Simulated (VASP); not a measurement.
# CuAu (P4/mmm) in VASP: settings compared, part 2 of 3

VASP 6.6.1. The steps go on from the part before.

**4. Relaxation of cell and atoms, PBE**

Contents of INCAR:

```
SYSTEM = CuAu
ALGO     = Normal         ! electronic algorithm
EDIFF    = 1E-7           ! SCF threshold, eV
EDIFFG   = -0.005         ! ionic threshold
ENCUT    = 600            ! plane-wave cutoff, eV
GGA      = PE             ! functional
IBRION   = 2              ! ionic algorithm
ISIF     = 3              ! what is computed and relaxed
ISMEAR   = 0              ! smearing method
LASPH    = .TRUE.         ! aspherical terms in the spheres
LCHARG   = .FALSE.        ! write CHGCAR
LREAL    = .FALSE.        ! projectors in reciprocal space
LWAVE    = .FALSE.        ! write WAVECAR
NELM     = 60             ! most SCF steps
NSW      = 90             ! ionic steps
PREC     = Accurate       ! precision mode
SIGMA    = 0.1            ! smearing width, eV
```

Contents of KPOINTS:

```
k-points
0
G
  14 14 12
  0 0 0
```

Contents of POSCAR:

```
CuAu
1.0
    2.8507024000      0.0000000000      0.0000000000
    0.0000000000      2.8507024000      0.0000000000
    0.0000000000      0.0000000000      3.5816088600
Cu Au
1 1
Direct
    0.5000000000      0.5000000000      0.5000000000
    0.0000000000      0.0000000000      0.0000000000
```

Potentials or basis: VASP PAW PBE potentials, release 64 (Cu, Au).

Command:

```console
> cat potpaw_PBE.64/Cu/POTCAR potpaw_PBE.64/Au/POTCAR > POTCAR
> mpirun -np 1 vasp_std > vasp.out
```

OUTCAR:

```text
SYSTEM = CuAu
   EDIFF = 1E-7
   EDIFFG = -0.005
   ENCUT = 600
   GGA = PE
   IBRION = 2
   ISIF = 3
   ISMEAR = 0
   LASPH = .TRUE.
   LREAL = .FALSE.
   NELM = 60
   NSW = 90
   PREC = Accurate

 ion  position               nearest neighbor table
   1  0.500  0.500  0.500-   2 2.70   2 2.70   2 2.70   2 2.70   2 2.70   2 2.70   2 2.70   2 2.70

   2  0.000  0.000  0.000-   1 2.70   1 2.70   1 2.70   1 2.70   1 2.70   1 2.70   1 2.70   1 2.70

  LATTYP: Found a simple tetragonal cell.
 ALAT       =     2.8507024000
 C/A-ratio  =     1.2563952168

  Lattice vectors:

 A1 = (   2.8507024000,   0.0000000000,   0.0000000000)
 A2 = (   0.0000000000,   2.8507024000,   0.0000000000)
 A3 = (   0.0000000000,   0.0000000000,   3.5816088600)

Analysis of symmetry for initial positions (statically):
=====================================================================
 Subroutine PRICEL returns:
 Original cell was already a primitive cell.

 Routine SETGRP: Setting up the symmetry group for a
 simple tetragonal supercell.

 Subroutine GETGRP returns: Found 16 space group operations
 (whereof 16 operations were pure point group operations)
 out of a pool of 16 trial point group operations.

The static configuration has the point symmetry D_4h.

Analysis of symmetry for dynamics (positions and initial velocities):
=====================================================================
 Subroutine PRICEL returns:
 Original cell was already a primitive cell.

 Routine SETGRP: Setting up the symmetry group for a
 simple tetragonal supercell.

 Subroutine GETGRP returns: Found 16 space group operations
 (whereof 16 operations were pure point group operations)
 out of a pool of 16 trial point group operations.

The dynamic configuration has the point symmetry D_4h.

 Subroutine INISYM returns: Found 16 space group operations
 (whereof 16 operations are pure point group operations),
 and found     1 'primitive' translations

----------------------------------------------------------------------------------------

                                     Primitive cell

  volume of cell :      29.1060

  direct lattice vectors                    reciprocal lattice vectors
     2.850702400  0.000000000  0.000000000     0.350790738  0.000000000  0.000000000
     0.000000000  2.850702400  0.000000000     0.000000000  0.350790738  0.000000000
     0.000000000  0.000000000  3.581608860     0.000000000  0.000000000  0.279204134

  length of vectors
     2.850702400  2.850702400  3.581608860     0.350790738  0.350790738  0.279204134

  position of ions in fractional coordinates (direct lattice)
     0.500000000  0.500000000  0.500000000
     0.000000000  0.000000000  0.000000000

  ion indices of the primitive-cell ions
   primitive index   ion index
                 1           1
                 2           2

----------------------------------------------------------------------------------------

 KPOINTS: k-points

Automatic generation of k-mesh.
 Grid dimensions read from file:
 generate k-points for:   14   14   12

 Generating k-lattice:

  Cartesian coordinates                     Fractional coordinates (reciprocal lattice)
     0.025056481  0.000000000  0.000000000     0.071428571  0.000000000  0.000000000
     0.000000000  0.025056481  0.000000000     0.000000000  0.071428571  0.000000000
     0.000000000  0.000000000  0.023267011     0.000000000  0.000000000  0.083333333

[... 63 lines left out ...]
   ISYM   =      2    0-nonsym 1-usesym 2-fastsym
   POTIM  = 0.5000    time-step for ionic-motion
   TEBEG  =    0.0;   TEEND  =   0.0 temperature during run
   PSTRESS=    0.0 pullay stress
   NELECT =      22.0000    total number of electrons
   NUPDOWN=      -1.0000    fix difference up-down
   EMIN   =  10.00;   EMAX   =-10.00  energy-range for DOS
   EFERMI =   0.00;   METHOD = LEGACY
   ISMEAR =     0;   SIGMA  =   0.10  broadening in eV -4-tet -1-fermi 0-gaus
   EFERMI_NEDOS =   21; number of points for ismear=-14 and -15
   IALGO  =     38    algorithm
   IMIX   =      4    mixing-type and parameters
     AMIX     =   0.40;   BMIX     =  1.00
     AMIX_MAG =   1.60;   BMIX_MAG =  1.00
  volume/ion in A,a.u.               =      14.55        98.21
  Fermi-wavevector in a.u.,A,eV,Ry     =   1.491266  2.818084 30.257642  2.223874
  Thomas-Fermi vector in A             =   2.603943
   LORBIT       =      0    0 simple, 1 ext, 2 COOP (PROOUT), +10 PAW based schemes
   GGA     = PE    functional components
   LHFCALC =     F    Hartree Fock is set to
   AEXX    =    0.0000 exact exchange contribution
   IVDW    =     0    specifies the selected vdW correction
   LEPSILON=     F    determine dielectric tensor
   LRPA    =     F    only Hartree local field effects (RPA)
 conjugate gradient relaxation of ions
 non-spin polarized calculation
 Gauss-broadening in eV      SIGMA  =   0.10
  energy-cutoff  :      600.00
  volume of cell :       29.11
 maximum number of plane-waves:       996
 NGX is ok and might be reduce to    24
   NGX = 11   NGY = 11   NGZ = 15

--------------------------------------- Ionic step        1  -------------------------------------------

 number of electron      21.9999991 magnetization

 Free energy of the ion-electron system (eV)
  ---------------------------------------------------
  ext. energy  EPLUGINS =         0.00000000
  ---------------------------------------------------
  free energy    TOTEN  =        -7.05651783 eV

  energy without entropy =       -7.05439782  energy(sigma->0) =       -7.05545782

------------------------ aborting loop because EDIFF is reached ----------------------------------------

  FORCE on cell =-STRESS in cart. coord.  units (eV):
  Direction    XX          YY          ZZ          XY          YZ          ZX
  --------------------------------------------------------------------------------------
  -------------------------------------------------------------------------------------
  Total        0.8865842      0.8865842      0.8169470      0.0000000      0.0000000      0.0000000
  in kB       48.8032420     48.8032420     44.9699628      0.0000000      0.0000000      0.0000000
  external PRESSURE =      47.5254822 kB  Pullay stress =       0.0000000 kB
[... 89 lines left out ...]
  FREE ENERGIE OF THE ION-ELECTRON SYSTEM (eV)
  ---------------------------------------------------
  free  energy   TOTEN  =        -7.0695921673 eV

  energy  without entropy=       -7.0674931190  energy(sigma->0) =       -7.06854264

[... ionic steps 4 to 8 ...]

--------------------------------------- Ionic step        9  -------------------------------------------

 number of electron      21.9999994 magnetization

------------------------ aborting loop because EDIFF is reached ----------------------------------------
[... 67 lines left out ...]
--------------------------------------- Ionic step       11  -------------------------------------------

 number of electron      21.9999994 magnetization

 Free energy of the ion-electron system (eV)
  ---------------------------------------------------
  ext. energy  EPLUGINS =         0.00000000
  ---------------------------------------------------
  free energy    TOTEN  =        -7.06971512 eV

  energy without entropy =       -7.06772299  energy(sigma->0) =       -7.06871905

 E-fermi :   8.2875     XC(G=0): -12.4877

 val. band max:        8.2693722094   @ k =   0.5000   0.3571   0.0000
 cond. band min:       8.2895974395   @ k =   0.2143   0.0000   0.3333
 fundamental gap:      0.0202252301
 Fermi energy:         8.2874997976

 k-point     1 :       0.0000    0.0000    0.0000
  band No.  band energies     occupation
      1      -1.1832      2.00000
      2       2.0329      2.00000
      3       2.1476      2.00000
      4       4.2905      2.00000
      5       4.2905      2.00000
      6       5.1652      2.00000
      7       5.6592      2.00000
      8       6.2559      2.00000
      9       6.6216      2.00000
     10       6.8196      2.00000
     11       6.8196      2.00000
     12      11.1970      0.00000
     13      16.9962      0.00000
     14      17.5423      0.00000
[... 401 lines left out ...]
      2       2.9388      2.00000
      3       3.2021      2.00000
      4       3.5171      2.00000
      5       3.7929      2.00000
      6       4.7482      2.00000
      7       5.9438      2.00000
      8       6.0598      2.00000
      9       6.1399      2.00000
     10       6.4901      2.00000
     11       6.7554      2.00000
     12      10.6686      0.00000
     13      15.9136      0.00000
     14      16.8679      0.00000
     15      18.4884      0.00000

 [... further k-points ...]
[... 5 lines left out ...]
  --------------------------------------------------------------------------------------
  -------------------------------------------------------------------------------------
  Total        0.0081002      0.0081002      0.0067737      0.0000000     -0.0000000     -0.0000000
  in kB        0.4325277      0.4325277      0.3616963      0.0000000     -0.0000000     -0.0000000
  external PRESSURE =       0.4089172 kB  Pullay stress =       0.0000000 kB
[... 17 lines left out ...]
  FREE ENERGIE OF THE ION-ELECTRON SYSTEM (eV)
  ---------------------------------------------------
  free  energy   TOTEN  =        -7.0697151187 eV

  energy  without entropy=       -7.0677229881  energy(sigma->0) =       -7.06871905

 reached required accuracy - stopping structural energy minimisation
```

Wall time 5.1 min (1 thread of Intel Xeon Platinum 8488C (Sapphire Rapids), shared host); peak memory 0.28 GiB.

Results:

* Free energy: -7.0697 eV
* Relaxed volume: 15.00 Å³/atom
* Relaxed cell: a = 2.890 Å, b = 2.890 Å, c = 3.593 Å, α = 90.00°, β = 90.00°, γ = 90.00°
* Space group after relaxing (to 0.05 Å): P4/mmm (No. 123)
* Energy gained by relaxing: 6.6 meV/atom
* Ionic steps: 11
* Pressure after relaxing: 0.0 GPa
* Band gap on the k mesh: none (metal or under the smearing width)

Step by step:
| step | energy change (eV) | largest force (eV/Å) | pressure (GPa) | volume (Å³) |
| --- | --- | --- | --- | --- |
| 1 | 0.0000 | 0.0000 | 4.75 | 29.11 |
| 2 | -0.0009 | 0.0000 | -3.98 | 30.96 |
| 3 | -0.0131 | 0.0000 | 0.00 | 30.02 |
| 4 | -0.0131 | 0.0000 | -0.09 | 30.04 |
| 5 | -0.0131 | 0.0000 | 0.04 | 30.01 |
| 6 | -0.0131 | 0.0000 | 0.15 | 29.99 |
| 7 | -0.0131 | 0.0000 | 0.11 | 30.00 |
| 8 | -0.0131 | 0.0000 | 0.08 | 30.00 |
| 9 | -0.0132 | 0.0000 | 0.17 | 30.00 |
| 10 | -0.0132 | 0.0000 | 0.05 | 30.00 |
| 11 | -0.0132 | 0.0000 | 0.04 | 30.00 |

Final structure:
```xyz
2
Lattice="2.8899 0.0000 0.0000 0.0000 2.8899 0.0000 0.0000 0.0000 3.5928" Properties=species:S:1:pos:R:3 pbc="T T T"
Cu    1.4449    1.4449    1.7964
Au    0.0000    0.0000    0.0000
```

Levels at points of the mesh, in eV from the Fermi level:
| k point | band 7 | band 8 | band 9 | band 10 | band 11 | band 12 | band 13 | band 14 | band 15 |
| --- | --- | --- | --- | --- | --- | --- | --- | --- | --- |
| (0.00, 0.00, 0.00) | -2.63 | -2.03 | -1.67 | -1.47 | -1.47 | 2.91 | 8.71 | 9.25 | 9.25 |
| (0.50, 0.00, 0.00) | -2.87 | -2.86 | -2.38 | -2.18 | -1.00 | -0.48 | 9.92 | 9.95 | 11.55 |
| (0.50, 0.50, 0.00) | -1.72 | -1.68 | -1.33 | -1.33 | 0.45 | 0.45 | 4.44 | 6.30 | 10.44 |
| (0.00, 0.00, 0.50) | -3.06 | -2.83 | -2.32 | -2.32 | -2.16 | -2.00 | 13.86 | 14.04 | 14.04 |
| (0.50, 0.00, 0.50) | -1.96 | -1.76 | -1.52 | -1.48 | -0.89 | -0.89 | 2.47 | 4.36 | 15.31 |
| (0.50, 0.50, 0.50) | -3.01 | -2.06 | -1.84 | -1.68 | 5.01 | 5.42 | 5.42 | 5.52 | 6.56 |

[end of part 2 of 3]
